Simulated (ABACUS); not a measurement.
The system is TiC.

```
CELL_PARAMETERS angstrom
0.00000 2.16572 2.16572
2.16572 0.00000 2.16572
2.16572 2.16572 0.00000
ATOMIC_POSITIONS crystal
Ti 0.00000 0.00000 0.00000
C 0.50000 0.50000 0.50000
```

The cell is a database's computed one.

| Property | Result |
| --- | --- |
| Program | ABACUS 3.10.1 |
| Task | single point |
| Functional | PBEsol |
| Potentials or basis | PseudoDojo NC SR 0.4.1 PBEsol standard |
| Cutoff | 1143 eV |
| Density cutoff | 4572 eV |
| Basis | plane waves |
| k mesh | 11 × 11 × 11 |
| Occupations | fermi-dirac, width 0.05 eV |
| Spin | no spin polarisation |

On this cell: pressure -6.5 GPa; largest force zero by symmetry; band gap on the k mesh none (metal or under the smearing width).

The same run follows on a disturbed copy (atoms moved at random, drawn with an rms of 0.05 Å):

```
Ti C
1.0
     0.00000    2.16572    2.16572
     2.16572    0.00000    2.16572
     2.16572    2.16572    0.00000
Ti C
1 1
Direct
  0.98208 0.02153 0.99282
  0.48439 0.50743 0.51417
```

Task: What changes?

Result: The energy (extrapolated to zero smearing) moves by +8.4 meV/atom; pressure -6.1 GPa; largest force 0.553 eV/Å; band gap on the k mesh none (metal or under the smearing width).

Forces on the atoms (eV/Å):
```
Ti   0.148  0.476 -0.240
C   -0.148 -0.476  0.240
```

Stress tensor (GPa, compression positive):
```
-6.41 -0.13  0.07
-0.13 -5.72  0.21
 0.07  0.21 -6.28
```
